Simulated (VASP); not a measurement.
# Cs in VASP: further runs

One slab, Cs, is run at these levels: PBE; tasks: work function.

Everything below comes from runs of VASP 6.6.1. Logs are shortened: lines on timing, memory, paths and dates and some standing lists are left out, and cuts for length are marked.

**1. Starting point**

The cell holds a slab with vacuum, 4 atoms: a = 5.584 Å, b = 7.897 Å, c = 23.376 Å, α = 90.00°, β = 90.00°, γ = 90.00°.

The slab is cut from a database's or a generator's crystal, which needn't be the stable form of the element.

**2. Work function, PBE**

Contents of INCAR:

```
  PREC = Accurate
  ENCUT = 520
  EDIFF = 1E-6
  ISMEAR = -1
  SIGMA = 0.05
  LREAL = False
  LASPH = True
  NELM = 100
  ALGO = Normal
  ISIF = 2
  LWAVE = False
  LCHARG = False
  LDIPOL = True
  IDIPOL = 3
  DIPOL = 0.5 0.5 0.500
  GGA = PE
  EFIELD = -0.3
  LVHAR = True
  LVACPOTAV = True
```

Contents of KPOINTS:

```
regular mesh
0
Gamma
  5 4 1
```

Contents of POSCAR:

```
Cs
1.0
    5.5837899523      0.0000000000      0.0000000000
    0.0000000000      7.8966714800      0.0000000000
    0.0000000000      0.0000000000     23.3756849285
Cs
4
Direct
    0.5000000000      0.5000000000      0.3208462136
    0.0000000000      0.0000000000      0.4402820712
    0.5000000000      0.5000000000      0.5597179288
    0.0000000000      0.0000000000      0.6791537864
```

Potentials or basis: VASP PAW PBE potentials, release 64 (Cs_sv).

Launch:

```
> cat potpaw_PBE.64/Cs_sv/POTCAR > POTCAR
> mpirun -np 1 vasp_std > vasp.out
```

OUTCAR:

```text
PREC = Accurate
   ENCUT = 520
   EDIFF = 1E-6
   ISMEAR = -1
   LREAL = False
   LASPH = True
   NELM = 100
   ISIF = 2
   GGA = PE

 ion  position               nearest neighbor table
   1  0.500  0.500  0.321-
   2  0.000  0.000  0.440-
   3  0.500  0.500  0.560-
   4  0.000  0.000  0.679-

  LATTYP: Found a simple orthorhombic cell.
 ALAT       =     5.5837899523
 B/A-ratio  =     1.4142135624
 C/A-ratio  =     4.1863474680

  Lattice vectors:

 A1 = (   5.5837899523,   0.0000000000,   0.0000000000)
 A2 = (   0.0000000000,   7.8966714800,   0.0000000000)
 A3 = (   0.0000000000,   0.0000000000,  23.3756849285)

Analysis of symmetry for initial positions (statically):
=====================================================================
 Subroutine PRICEL returns:
 Original cell was already a primitive cell.

 Routine SETGRP: Setting up the symmetry group for a
 simple orthorhombic supercell.

 Subroutine GETGRP returns: Found  8 space group operations
 (whereof  4 operations were pure point group operations)
 out of a pool of  8 trial point group operations.

The static configuration has the point symmetry C_2v.
 The point group associated with its full space group is D_2h.

Analysis of symmetry for dynamics (positions and initial velocities):
=====================================================================
 An external electric field (EFIELD) may reduce the allowed symmetry operations
 Subroutine PRICEL returns:
 Original cell was already a primitive cell.

 Routine SETGRP: Setting up the symmetry group for a
 simple orthorhombic supercell.

 Subroutine GETGRP returns: Found  4 space group operations
 (whereof  4 operations were pure point group operations)
 out of a pool of  8 trial point group operations.

The dynamic configuration has the point symmetry C_2v.

 Subroutine INISYM returns: Found  4 space group operations
 (whereof  4 operations are pure point group operations),
 and found     1 'primitive' translations

----------------------------------------------------------------------------------------

                                     Primitive cell

  volume of cell :    1030.7124

  direct lattice vectors                    reciprocal lattice vectors
     5.583789952  0.000000000  0.000000000     0.179089831  0.000000000  0.000000000
     0.000000000  7.896671480  0.000000000     0.000000000  0.126635634  0.000000000
     0.000000000  0.000000000 23.375684929     0.000000000  0.000000000  0.042779495

  length of vectors
     5.583789952  7.896671480 23.375684929     0.179089831  0.126635634  0.042779495

  position of ions in fractional coordinates (direct lattice)
     0.500000000  0.500000000  0.320846214
     0.000000000  0.000000000  0.440282071
     0.500000000  0.500000000  0.559717929
     0.000000000  0.000000000  0.679153786

  ion indices of the primitive-cell ions
   primitive index   ion index
                 1           1
                 2           2
                 3           3
                 4           4

----------------------------------------------------------------------------------------

 KPOINTS: regular mesh

Automatic generation of k-mesh.
 Grid dimensions read from file:
 generate k-points for:    5    4    1

 Generating k-lattice:

  Cartesian coordinates                     Fractional coordinates (reciprocal lattice)
     0.035817966  0.000000000  0.000000000     0.200000000  0.000000000  0.000000000
     0.000000000  0.031658909  0.000000000     0.000000000  0.250000000  0.000000000
     0.000000000  0.000000000  0.042779495     0.000000000  0.000000000  1.000000000

  Length of vectors
     0.035817966  0.031658909  0.042779495

  Shift w.r.t. Gamma in fractional coordinates (k-lattice)
     0.000000000  0.000000000  0.000000000

 Subroutine IBZKPT returns following result:
 ===========================================

 Found      9 irreducible k-points:

 Following reciprocal coordinates:
            Coordinates               Weight
  0.000000  0.000000  0.000000      1.000000
  0.200000  0.000000  0.000000      2.000000
  0.400000  0.000000  0.000000      2.000000
  0.000000  0.250000  0.000000      2.000000
  0.200000  0.250000  0.000000      4.000000
  0.400000  0.250000  0.000000      4.000000
  0.000000  0.500000  0.000000      1.000000
  0.200000  0.500000  0.000000      2.000000
  0.400000  0.500000  0.000000      2.000000
   k-points           NKPTS =      9   k-points in BZ     NKDIM =      9   number of bands    NBANDS=     22
   number of dos      NEDOS =    301   number of ions     NIONS =      4
   total plane-waves  NPLWV = 453600
   dimension x,y,z NGX =    42 NGY =   60 NGZ =  180
   dimension x,y,z NGXF=    84 NGYF=  120 NGZF=  360
   ions per type =               4
   NGX,Y,Z   is equivalent  to a cutoff of  12.50, 12.63, 12.80 a.u.
   NGXF,Y,Z  is equivalent  to a cutoff of  25.01, 25.26, 25.60 a.u.
 SYSTEM =  unknown system
   PREC   = accura    normal or accurate (medium, high low for compatibility)
   ISTART =      0    job   : 0-new  1-cont  2-samecut
   ICHARG =      2    charge: 1-file 2-atom 10-const
   ISPIN  =      1    spin polarized calculation?
   LNONCOLLINEAR =      F non collinear calculations
   LSORBIT =      F    spin-orbit coupling
   LASPH  =      T    aspherical Exc in radial PAW
   ENCUT  =  520.0 eV  38.22 Ry    6.18 a.u.  10.38 14.68 43.46*2*pi/ulx,y,z
   NELM   =    100;   NELMIN=  2; NELMDL= -5     # of ELM steps
   EDIFF  = 0.1E-05   stopping-criterion for ELM
   LREAL  =      F    real-space projection
   EDIFFG = 0.1E-04   stopping-criterion for IOM
   NSW    =      0    number of steps for IOM
   IBRION =     -1    ionic relax: 0-MD 1-quasi-New 2-CG
   NFREE  =      0    steps in history (QN), initial steepest desc. (CG)
   ISIF   =      2    stress and relaxation
   ISYM   =      2    0-nonsym 1-usesym 2-fastsym
   POTIM  = 0.5000    time-step for ionic-motion
   TEBEG  =    0.0;   TEEND  =   0.0 temperature during run
   PSTRESS=    0.0 pullay stress
   NELECT =      36.0000    total number of electrons
   NUPDOWN=      -1.0000    fix difference up-down
   EMIN   =  10.00;   EMAX   =-10.00  energy-range for DOS
   EFERMI =   0.00;   METHOD = LEGACY
   ISMEAR =    -1;   SIGMA  =   0.05  broadening in eV -4-tet -1-fermi 0-gaus
   EFERMI_NEDOS =   21; number of points for ismear=-14 and -15
   IALGO  =     38    algorithm
   IMIX   =      4    mixing-type and parameters
     AMIX     =   0.40;   BMIX     =  1.00
     AMIX_MAG =   1.60;   BMIX_MAG =  1.00
  volume/ion in A,a.u.               =     257.68      1738.90
  Fermi-wavevector in a.u.,A,eV,Ry     =   0.535135  1.011258  3.896290  0.286369
  Thomas-Fermi vector in A             =   1.559859
   LORBIT       =      0    0 simple, 1 ext, 2 COOP (PROOUT), +10 PAW based schemes
   GGA     = PE    functional components
   LHFCALC =     F    Hartree Fock is set to
   AEXX    =    0.0000 exact exchange contribution
   IVDW    =     0    specifies the selected vdW correction
   LEPSILON=     F    determine dielectric tensor
   LRPA    =     F    only Hartree local field effects (RPA)
 non-spin polarized calculation
  energy-cutoff  :      520.00
  volume of cell :     1030.71
 maximum number of plane-waves:     27834
 NGX is ok and might be reduce to    42
   NGX = 21   NGY = 29   NGZ = 87

 number of electron      35.9999996 magnetization

 dipolmoment           0.000000      0.000000     -1.016931 electrons x Angstroem

 Free energy of the ion-electron system (eV)
  ---------------------------------------------------
  ext. energy  EPLUGINS =         0.00000000
  ---------------------------------------------------
  free energy    TOTEN  =        -3.16023553 eV

  energy without entropy =       -3.10194186  energy(sigma->0) =       -3.13108869

 E-fermi :  -0.8691     XC(G=0):  -3.0994

 val. band max:       -0.8699988038   @ k =   0.2000   0.5000   0.0000
 cond. band min:      -0.8525347030   @ k =   0.4000   0.5000   0.0000
 fundamental gap:      0.0174641008
 Fermi energy:        -0.8691089860

 k-point     1 :       0.0000    0.0000    0.0000
  band No.  band energies     occupation
      1     -25.1083      2.00000
      2     -25.0376      2.00000
      3     -24.8230      2.00000
      4     -24.8087      2.00000
      5     -11.9138      2.00000
      6     -11.9106      2.00000
[... 14 lines left out ...]
     21      -0.2489      0.00001
     22       0.1052      0.00000

 k-point     2 :       0.2000    0.0000    0.0000
  band No.  band energies     occupation
      1     -25.1078      2.00000
      2     -25.0371      2.00000
      3     -24.8225      2.00000
      4     -24.8082      2.00000
      5     -11.9122      2.00000
      6     -11.9081      2.00000
[... 14 lines left out ...]
     21      -0.0711      0.00000
     22       0.2021      0.00000

 k-point     3 :       0.4000    0.0000    0.0000
  band No.  band energies     occupation
      1     -25.1070      2.00000
      2     -25.0364      2.00000
      3     -24.8216      2.00000
      4     -24.8075      2.00000
      5     -11.9096      2.00000
      6     -11.9092      2.00000
[... 14 lines left out ...]
     21       0.0067      0.00000
     22       0.2290      0.00000

 k-point     4 :       0.0000    0.2500    0.0000
  band No.  band energies     occupation
      1     -25.1083      2.00000
      2     -25.0376      2.00000
      3     -24.8230      2.00000
      4     -24.8087      2.00000
      5     -11.9145      2.00000
      6     -11.9108      2.00000
[... 14 lines left out ...]
     21      -0.2695      0.00001
     22      -0.1026      0.00000

 k-point     5 :       0.2000    0.2500    0.0000
  band No.  band energies     occupation
      1     -25.1078      2.00000
      2     -25.0371      2.00000
      3     -24.8224      2.00000
      4     -24.8083      2.00000
      5     -11.9124      2.00000
      6     -11.9087      2.00000
[... 14 lines left out ...]
     21      -0.1518      0.00000
     22       0.0080      0.00000

 k-point     6 :       0.4000    0.2500    0.0000
  band No.  band energies     occupation
      1     -25.1070      2.00000
      2     -25.0363      2.00000
      3     -24.8216      2.00000
      4     -24.8075      2.00000
      5     -11.9096      2.00000
      6     -11.9091      2.00000
[... 14 lines left out ...]
     21      -0.1443      0.00000
     22       0.1006      0.00000

 k-point     7 :       0.0000    0.5000    0.0000
  band No.  band energies     occupation
      1     -25.1083      2.00000
      2     -25.0376      2.00000
      3     -24.8229      2.00000
      4     -24.8088      2.00000
      5     -11.9150      2.00000
      6     -11.9111      2.00000
[... 14 lines left out ...]
     21      -0.3002      0.00002
     22      -0.1573      0.00000

 k-point     8 :       0.2000    0.5000    0.0000
  band No.  band energies     occupation
      1     -25.1078      2.00000
      2     -25.0371      2.00000
      3     -24.8224      2.00000
      4     -24.8083      2.00000
      5     -11.9127      2.00000
      6     -11.9092      2.00000
[... 14 lines left out ...]
     21      -0.1607      0.00000
     22      -0.0864      0.00000

 k-point     9 :       0.4000    0.5000    0.0000
  band No.  band energies     occupation
      1     -25.1070      2.00000
      2     -25.0363      2.00000
      3     -24.8216      2.00000
      4     -24.8075      2.00000
      5     -11.9099      2.00000
      6     -11.9086      2.00000
[... 14 lines left out ...]
     21      -0.0477      0.00000
     22      -0.0369      0.00000

------------------------ aborting loop because EDIFF is reached ----------------------------------------

  FORCE on cell =-STRESS in cart. coord.  units (eV):
  Direction    XX          YY          ZZ          XY          YZ          ZX
  --------------------------------------------------------------------------------------
  -------------------------------------------------------------------------------------
  Total       -0.4385833     -0.5606483     -0.3828467      0.0000000      0.0000000      0.0000000
  in kB       -0.6817500     -0.8714923     -0.5951111      0.0000000      0.0000000      0.0000000
  external PRESSURE =      -0.7161178 kB  Pullay stress =       0.0000000 kB

 VOLUME and BASIS-vectors are now :
 -----------------------------------------------------------------------------
  energy-cutoff  :      520.00
  volume of cell :     1030.71
      direct lattice vectors                 reciprocal lattice vectors
     5.583789952  0.000000000  0.000000000     0.179089831  0.000000000  0.000000000
     0.000000000  7.896671480  0.000000000     0.000000000  0.126635634  0.000000000
     0.000000000  0.000000000 23.375684929     0.000000000  0.000000000  0.042779495

 POSITION                                       TOTAL-FORCE (eV/Angst)
 -----------------------------------------------------------------------------------
      2.79189      3.94834      7.50000         0.000000      0.000000      0.018768
      0.00000      0.00000     10.29189         0.000000      0.000000      0.003209
      2.79189      3.94834     13.08379         0.000000      0.000000     -0.007026
      0.00000      0.00000     15.87568         0.000000      0.000000     -0.014951
 -----------------------------------------------------------------------------------
    total drift:                                0.000000     -0.000000      0.000369

  FREE ENERGIE OF THE ION-ELECTRON SYSTEM (eV)
  ---------------------------------------------------
  free  energy   TOTEN  =        -3.1602355257 eV

  energy  without entropy=       -3.1019418614  energy(sigma->0) =       -3.13108869
```

Wall time 6.6 min (1 thread of Intel Xeon Platinum 8559C (Emerald Rapids), shared host); peak memory 0.89 GiB.

Results:

| Quantity | Value |
| --- | --- |
| Free energy | -3.1602 eV |
| Largest force | 0.019 eV/Å |
| Band gap on the k mesh | none (metal or under the smearing width) |

Forces in eV/Å, atoms in the order of the input:
```
Cs   0.000  0.000  0.019
Cs   0.000  0.000  0.003
Cs   0.000  0.000 -0.007
Cs   0.000  0.000 -0.015
```

The run has no spin-orbit coupling, so splittings on Cs are missing.

(Part 1 of 2 ends here.)
